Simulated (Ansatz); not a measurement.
# PtS2 (model cell, started as rutile): from the cell to its phonons, part 2 of 2

How does PtS2 (model cell, started as rutile) vibrate, and is this structure a minimum?

Ansatz 0.2.0; DFT PBE, scalar-relativistic, plane waves, PAW.

So far. Step 3 (Relaxing to small forces for the phonons): The largest force component left is 0.73 meV/Å and the pressure is 0.003 GPa, within the tolerances set. The cell now holds 18.92 Å³/atom. The relaxed cell has a = 5.451, c = 3.821 Å (conventional setting).

The structure was built from a prototype and need not be the compound's stable phase.

### 4. Linear response at the zone centre

The zone centre comes first: it holds the modes that light can see, as far as symmetry allows. No field response is asked, since the mesh shows no gap.

File input.yaml:

```yaml
crystal:
  lattice:
    - [5.4509941254, 0.0, 0.0]
    - [0.0, 5.4509941254, 0.0]
    - [0.0, 0.0, 3.8209341452]
  atoms:
    - { symbol: Pt, position: [0.0, 0.0, 0.0] }
    - { symbol: Pt, position: [0.5, 0.5, 0.5] }
    - { symbol: S, position: [0.309970807, 0.309970807, 0.0] }
    - { symbol: S, position: [0.690029193, 0.690029193, 0.0] }
    - { symbol: S, position: [0.809970807, 0.190029193, 0.5] }
    - { symbol: S, position: [0.190029193, 0.809970807, 0.5] }
kpoints:
  mp_grid: { grid: [6, 6, 8] }
hamiltonian:
  xc: pbe
scf:
  occupations: { method: methfessel_paxton, width: 0.15 }
output:
  eigenvalues: true
phonons:
  method: dfpt
```

The run is started by

```
ansatz run input.yaml --threads 8 --pin off --max-ram 14336MiB --backend cpu --events-out ev --progress --plain --runs-dir out
```

Numbers of over 12 decimals in the logs are rounded to 6 here.

Output:

```text
zone centre: on kpoints.mp_grid the ground state, and the responses unless they are solved on pairs of k-points, stand on 100 of the mesh's 288 k-points, reduced under 2 symmetry operations, with k and −k counted as one. Each operation leaves every solved displacement unchanged or reverses it
[...]
Crystal: 6 atoms, lattice volume = 113.533 Å³
Basis set: ecut = 420 eV, 2217 PW (Γ), exchange–correlation on 80×80×60 points (8 copies of the dense FFT grid, shifted against one another)
Bands: 36, of which v1, the nominal top of the filled ones, is band 30 counted from 1 (29 counted from 0)
Symmetry: 16 space group operations
k-points: 100 of 288 (irreducible under 2 space group operations, time reversal used)
[...]
SCF iter   1: F=—  HF=-28654.455616 eV  |F-HF|=—  |Δ(HF+E_count)|=         —  Δρ=5.54e-3  dr2=3.38e-2  ethr=1.77e-3  ⟨swp⟩=6.2  Hψ=14669  notcnv=0
[...]
SCF iter  10: F=-28654.450364 eV  HF=-28654.450364 eV  |F-HF|=0.00e0  |Δ(HF+E_count)|=  1.82e-11  S|Δr|=    0.00e0  Δρ=3.33e-8  dr2=1.06e-12  ethr=1.00e-12  ⟨swp⟩=7.5  Hψ=16460  notcnv=0
SCF 1 converged in 10 iterations: F = -28654.450364 eV  dr2 = 1.06e-12
[...]
DFPT response loops at Γ: preconditioner auto → Kerker (q_TF=auto, 2.453 Å⁻¹) (partly filled bands, converged f_vac=0.000); β = 1.00, the filter's whole step (`scf.mixing.beta` (0.50) is not read by the response loops under this deck's `scf.mixing.preconditioner`; to damp them name `kerker` or `kerker_dos`, under which they read `scf.mixing.beta`, and type it under 1.00, their step now; both keys bind the ground state too); Broyden in place of MSR1
SCF converged after 10 iterations
[...]
Free energy (F): -28654.450364 eV
[...]
Internal energy: -28654.447980 eV  (E = F + TS)
E sigma→0 (E₀):  -28654.449768 eV
Entropy (-TS):   -0.002384 eV (-0.397 meV/atom)
Fermi energy:    10.089610 eV
Step filling:    the computed levels leave a gap of 0.0000 eV = 0.0 smearing widths at the electron count; against every level under it full and every level over it empty, smearing changes F+E_penalty+E_count by +1.684 meV and its σ→0 estimate by +2.280 meV
[...]
--- Band table (eV; the first three rows and the last of 100) ---
  k-point 0: bands = [... 26 lower, 8.8003, 9.7020, 9.9471, 9.9471, 10.3332, 12.6829, 12.6829, 12.8956, ... 2 higher]
  k-point 1: bands = [... 26 lower, 9.2762, 9.6518, 9.9455, 9.9455, 10.1106, 12.1579, 12.1579, 12.5222, ... 2 higher]
  k-point 2: bands = [... 26 lower, 9.5150, 9.6391, 9.8907, 9.8907, 9.9790, 11.5188, 11.5188, 11.6361, ... 2 higher]
  k-point 99: bands = [... 26 lower, 9.6864, 9.6864, 9.7711, 9.7711, 11.1804, 11.1804, 11.2333, 11.2333, ... 2 higher]
--- Phonons (Γ-DFPT): 4 representative perturbations + reference, on 100 of 288 k-points (Σ response iterations 12) ---
  k mesh reduced under 2 symmetry operations, with k and −k counted as one. Each operation leaves every solved displacement unchanged or reverses it
  ASR residual: 1.781e-5 → 0.000e0 eV/Å²; symmetrization residual: 1.364e-5 eV/Å²
  ASR residual per site (eV/Å²): 1.78e-5 1.78e-5 1.71e-5 1.71e-5 1.71e-5 1.71e-5
  Γ frequencies (cm⁻¹): -158.68 -154.07 -151.42 -151.42 0.00 0.00 0.00 92.85 114.10 114.10 280.32 280.32 323.53 333.33 333.33 338.45 355.62 394.93
  non-analytic LO–TO correction: not included (Born effective charges unavailable; polar crystals: no LO–TO splitting at Γ)
```

Wall time 24 s (8 threads of Arm Neoverse V2, shared host); peak memory 1.6 GiB.

Reading the cycles: dr2 is the Hartree energy of the density residual (eV), the measure of convergence; HF is the Harris–Foulkes estimate of the energy, which meets the free energy F at convergence.

This step gave:

| Property | Result |
| --- | --- |
| sum-rule residual before enforcement | 1.78e-5 eV/Å² |
| point group | 4/mmm |
| highest optical mode at the zone centre (no LO-TO term) | 394.9 cm⁻¹ |
| lowest optical zone-centre mode | -158.7 cm⁻¹ |

Patterns of degenerate modes are one choice out of their space. Modes at Γ, with each element's share of the kinetic energy (negative means imaginary):

```csv
mode,frequency (cm⁻¹),symmetry,Pt %,S %
1,-158.7,B1g,0,100
2,-154.1,A2g,0,100
3,-151.4,Eu,18,82
4,-151.4,Eu,18,82
5,0.0,acoustic,75,25
6,0.0,acoustic,75,25
7,0.0,acoustic,75,25
8,92.8,B1u,92,8
9,114.1,Eu,96,4
10,114.1,Eu,96,4
11,280.3,Eg,0,100
12,280.3,Eg,0,100
13,323.5,A2u,25,75
14,333.3,Eu,11,89
15,333.3,Eu,11,89
16,338.4,A1g,0,100
17,355.6,B1u,8,92
18,394.9,B2g,0,100
```

Displacements in mode 1 (-158.7 cm⁻¹), the largest set to 1:
```
Pt1  0.00  0.00  0.00
Pt2  0.00  0.00  0.00
S3   1.00 -1.00  0.00
S4  -1.00  1.00  0.00
S5   1.00  1.00  0.00
S6  -1.00 -1.00  0.00
```

Displacements in mode 11 (280.3 cm⁻¹), the largest set to 1:
```
Pt1  0.00  0.00  0.00
Pt2  0.00  0.00  0.00
S3   0.00  0.00  0.29
S4   0.00  0.00 -0.29
S5   0.00  0.00 -1.00
S6   0.00  0.00  1.00
```

Before it was imposed, the acoustic sum rule was missed by 1.8e-5 eV/Å². Small misses are needed for a sound result but don't prove that mesh and cutoff are converged. The lowest optical mode is imaginary, 158.7i cm⁻¹, so the energy falls along it.

### 5. The dispersion

The mesh has a single point along some directions, so zone-edge points there are not solved. Linear response on a 1×1×2 q mesh gives force constants as far as a supercell of that size would.

Edit input.yaml of step 4 so:

```diff
@@ -22 +22,9 @@
   method: dfpt
+  qmesh: [1, 1, 2]
+  temperatures: { t_max: 1000, t_step: 50 }
+  qpath:
+    path:
+      - [[0.0, 0.0, 0.0], [0.0, 0.5, 0.0], [0.5, 0.5, 0.0], [0.0, 0.0, 0.0], [0.0, 0.0, 0.5], [0.0, 0.5, 0.5], [0.5, 0.5, 0.5], [0.0, 0.0, 0.5]]
+      - [[0.0, 0.5, 0.0], [0.0, 0.5, 0.5]]
+      - [[0.5, 0.5, 0.0], [0.5, 0.5, 0.5]]
+    npoints: 10
```

Output:

```text
[...]
Crystal: 6 atoms, lattice volume = 113.533 Å³
Basis set: ecut = 420 eV, 2217 PW (Γ), exchange–correlation on 80×80×60 points (8 copies of the dense FFT grid, shifted against one another)
Bands: 36, of which v1, the nominal top of the filled ones, is band 30 counted from 1 (29 counted from 0)
Symmetry: 16 space group operations
k-points: 50 of 288
[...]
SCF iter   1: F=—  HF=-28654.455468 eV  |F-HF|=—  |Δ(HF+E_count)|=         —  Δρ=5.54e-3  dr2=3.38e-2  ethr=1.77e-3  ⟨swp⟩=6.0  Hψ=7249  notcnv=0
[...]
SCF iter  10: F=-28654.450364 eV  HF=-28654.450364 eV  |F-HF|=1.46e-11  |Δ(HF+E_count)|=  2.18e-11  S|Δr|=    0.00e0  Δρ=3.41e-8  dr2=1.09e-12  ethr=1.00e-12  ⟨swp⟩=7.4  Hψ=8243  notcnv=0
SCF 1 converged in 10 iterations: F = -28654.450364 eV  dr2 = 1.09e-12
[...]
phonons: the bands overlap, so this run is a metal and interpolates without the dipole-dipole term. If the crystal is really an insulator or semiconductor, its LO-TO splitting is missing
NSCF: frozen V_eff on 50 k-points
[...]
DFPT response loops at q = (0, 0, 0) (fractional): preconditioner auto → Kerker (q_TF=auto, 2.453 Å⁻¹) (partly filled bands, converged f_vac=0.000); β = 1.00, the filter's whole step (`scf.mixing.beta` (0.50) is not read by the response loops under this deck's `scf.mixing.preconditioner`; to damp them name `kerker` or `kerker_dos`, under which they read `scf.mixing.beta`, and type it under 1.00, their step now; both keys bind the ground state too); Broyden in place of MSR1
[...]
SCF converged after 10 iterations
[...]
Free energy (F): -28654.450364 eV
[...]
Internal energy: -28654.447980 eV  (E = F + TS)
E sigma→0 (E₀):  -28654.449768 eV
Entropy (-TS):   -0.002384 eV (-0.397 meV/atom)
Fermi energy:    10.089610 eV
[...]
--- Band table (eV; the first three rows and the last of 50) ---
  k-point 0: bands = [... 26 lower, 8.8003, 9.7020, 9.9471, 9.9471, 10.3332, 12.6829, 12.6829, 12.8956, ... 2 higher]
  k-point 1: bands = [... 26 lower, 9.2762, 9.6518, 9.9455, 9.9455, 10.1106, 12.1579, 12.1579, 12.5222, ... 2 higher]
  k-point 2: bands = [... 26 lower, 9.5150, 9.6391, 9.8907, 9.8907, 9.9790, 11.5188, 11.5188, 11.6361, ... 2 higher]
  k-point 49: bands = [... 26 lower, 9.6864, 9.6864, 9.7711, 9.7711, 11.1804, 11.1804, 11.2333, 11.2333, ... 2 higher]
--- Phonons (Γ-DFPT): 4 representative perturbations + reference (Σ response iterations 12) ---
  ASR residual: 2.038e-5 → 0.000e0 eV/Å²; symmetrization residual: 1.374e-5 eV/Å²
  ASR residual per site (eV/Å²): 2.04e-5 2.04e-5 1.76e-5 1.76e-5 1.76e-5 1.76e-5
[...]
--- Phonons (arbitrary-q DFPT): 2 irreducible q on the 1×1×2 mesh ---
  q = [0.0000, 0.0000, 0.0000] (star 1, of the zone-centre solve; hermiticity 1.75e-6, symmetrization 2.50e-13): -158.68 -154.07 -151.42 -151.42 -0.00 -0.00 0.00 92.85 114.10 114.10 280.32 280.32 323.53 333.33 333.33 338.45 355.62 394.93
  q = [0.0000, 0.0000, -0.5000] (star 1, 4 solved perturbations in 330 linear systems a pass and spin channel, the states on 100 of 288 k-point pairs; hermiticity 1.72e-6, symmetrization 2.36e-13): -139.84 -139.84 -134.22 -134.22 80.04 80.04 102.43 102.43 150.60 150.60 279.40 279.40 311.75 311.75 313.93 313.93 381.59 381.59
  sum rule: each row above includes the acoustic sum rule's correction from the zone centre's row sums; it moved no ω² by more than (0.39 cm⁻¹)²
  mesh force constants: q→R imaginary residual 0.00e0; ASR residual 2.038e-5 → 0.000e0 eV/Å²; symmetrization residual 1.776e-14 eV/Å²
  interpolated dispersion: 93 rows × 18 modes
  density of states and harmonic sums: on the 12×12×16 q-mesh, interpolated from the force constants of a 1×1×2 supercell (no non-analytic term)
  largest difference from the sums on the solved wave vectors: F 3.45e-1 eV, S 4.74e-4 and C_V 1.29e-4 eV/K
  zero-point energy: 0.196409 eV/cell   skipped modes (ω ≤ 0): 1011, of them read as no rigid motion or as one in doubt: 1008 (4.000e0 modes/cell left out, lowest -159.65 cm⁻¹)   left out of the sums: 2.22e-1 of the cell's modes: C_V's classical limit lies that fraction below 3 k_B per atom; for a crystal, a wire or a layer, F and S can be off by more, and a phonons.interpolated_qmesh denser along its periods is the remedy for the sampling
```

It took 38 s on 8 threads; peak memory 1.4 GiB; 4.7 min of CPU time.

This step gave:

```yaml
sum_rule_residual_before_enforcement: 2.04e-5 eV/Å²
lowest_mode_on_the_q_mesh_acoustic_modes_at_gamma_apart: -158.7 cm⁻¹
highest_frequency_at_a_solved_wavevector_no_lo_to_term_at_gamma: 394.9 cm⁻¹
```

Frequencies (cm⁻¹) solved at each irreducible wavevector; negative means imaginary. Frequencies by wavevector, by row:

| q in reciprocal lattice units | star | mode 1 | mode 2 | mode 3 | mode 4 | mode 16 | mode 17 | mode 18 |
| --- | --- | --- | --- | --- | --- | --- | --- | --- |
| 0 0 0 | 1 | -158.7 | -154.1 | -151.4 | -151.4 | 338.4 | 355.6 | 394.9 |
| 0 0 -0.5 | 1 | -139.8 | -139.8 | -134.2 | -134.2 | 313.9 | 381.6 | 381.6 |

Symmetry leaves 2 wavevectors to solve. The lowest mode among them, the acoustic zeros apart, lies at Γ and is imaginary, 158.7i cm⁻¹, so the energy falls along it.

### 6. Results

* space group after relaxation (within 0.01 Å): P4_2/mnm
* volume per atom: 18.9 Å³
* electronic character: no gap on this mesh
* highest optical mode at the zone centre (no LO-TO term): 395 cm⁻¹
* lowest optical zone-centre mode: -159 cm⁻¹
* lowest mode on the q mesh (acoustic modes at Γ apart): -159 cm⁻¹
* imaginary modes on the 1×1×2 q mesh: yes

In words: Modes are clearly imaginary (beyond 10i cm⁻¹) at 2 of the 2 irreducible wavevectors, most at Γ (158.7i cm⁻¹), so this structure is not a minimum of the energy. The optical modes at Γ span -159 to 395 cm⁻¹ (negative means imaginary). The highest mode in this list at Γ, 394.9 cm⁻¹, is mostly motion of S (100 % of the kinetic energy). The q mesh is too sparse to interpolate, so only the solved wavevectors are given. With no gap, or one that is small against the smearing, the frequencies hang on the k mesh and the smearing, most of all near Kohn anomalies. A semilocal functional can close a gap that the real compound would have, so the metallic treatment may be an artefact of the level. Spin-orbit coupling is left out, which can matter for the heavy elements here. The starting cell was built on a prototype and not taken from a measurement, so the phase need not exist. These are harmonic frequencies at zero temperature: anharmonic shifts, linewidths and thermal expansion are left out.

[Logs are printed without paths, hosts, clocks, repeated set-up lines and the standing remarks that a program may print on its own settings, such as how far it seeks lower states.]

[Hosts, paths, dates, database ids (printed as entryN), source tags and the programs' standing remarks are cut or masked in the printed files.]
